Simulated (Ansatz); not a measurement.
# Migration of O in Ti

The calculation used DFT PBE, scalar-relativistic, plane waves, PAW (Ansatz 0.2.0). Settings: 420 eV cutoff, 4×4×4 k-mesh, shifted by half a step, Gaussian smearing of 0.10 eV, no spin polarisation.

Host crystal, relaxed:

```xyz
1
Lattice="0.0000 2.0560 2.0560 2.0560 0.0000 2.0560 2.0560 2.0560 0.0000" Properties=species:S:1:pos:R:3 pbc="T T T"
Ti    0.0000    0.0000    0.0000
```

In a supercell of 16 host sites, interstitial O hops to an equivalent place, moving 2.05 Å between the relaxed ends. Climbing-image nudged elastic band at fixed cell with images 0 (start) to 6 (end), the path measured over all atoms, converged to 0.05 eV/Å; the order of the saddle wasn't checked, and the small cell leaves errors of about a tenth of an eV.

Supercell rows in host cell vectors: -1 -1 -1; 3 -1 -1; -1 -1 3. O was set at (0.250, 0.250, 0.250) of the host cell.

At the relaxed start O has 2 Ti at 1.88 Å, 2 Ti at 1.89 Å.

(1) How high is the barrier, and where does the atom pass?

## Answers

(1) 0.02 eV at image 5, where O has 2 Ti at 1.88 Å, 2 Ti at 1.94 Å. An image lies below the start, so the start isn't the lowest place along this path.

Cost: 1 run of about 2 core-hours, on AMD EPYC 9R14 (Zen 4) (shared hosts).